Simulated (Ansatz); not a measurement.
This Si structure is the end of a relaxation. The cell was found from a structure generator's guess, not taken from experiment.

Computed with DFT PBE, scalar-relativistic, plane waves, PAW (Ansatz). Cutoff 420 eV, Γ-centred mesh, Gaussian smearing, no spin polarisation.

```yaml
crystal:
  lattice:
    - [2.75857, -2.55255, 0.00000]
    - [2.75857, 2.55255, 0.00000]
    - [0.00000, 0.00000, 7.06789]
  atoms:
    - { symbol: Si, position: [0.06139, 0.37221, 0.25000] }
    - { symbol: Si, position: [0.93861, 0.62779, 0.75000] }
    - { symbol: Si, position: [0.50000, 0.50000, 0.50000] }
    - { symbol: Si, position: [0.50000, 0.50000, 0.00000] }
    - { symbol: Si, position: [0.62779, 0.93861, 0.25000] }
    - { symbol: Si, position: [0.37221, 0.06139, 0.75000] }
```

Energies count from the standard state of Si at the same level.

**Question.** Find its symmetry and describe it.

**Answer.** Cmcm (No. 63). Conventional cell: a = 5.517 Å, b = 5.105 Å, c = 7.068 Å. Si on a site of symmetry m is surrounded by 5 Si at 2.39–2.58 Å, 2 Si at 2.77 Å and 1 Si at 3.12 Å; around Si on a site of symmetry 2/m lie 4 Si at 2.49 Å and 4 Si at 2.77 Å.

**Question.** How far does it lie from the standard state of Si?

**Answer.** +0.43 eV/atom. So it is a metastable form at best.

**Question.** Is it a metal?

**Answer.** Yes, bands cross the Fermi level on the 10×10×6 mesh.

The last run used a 10×10×6 mesh (in the run's order of axes) for its 6-atom cell and Gaussian smearing of 0.10 eV. A structure relaxed within its symmetry needn't be a true minimum.
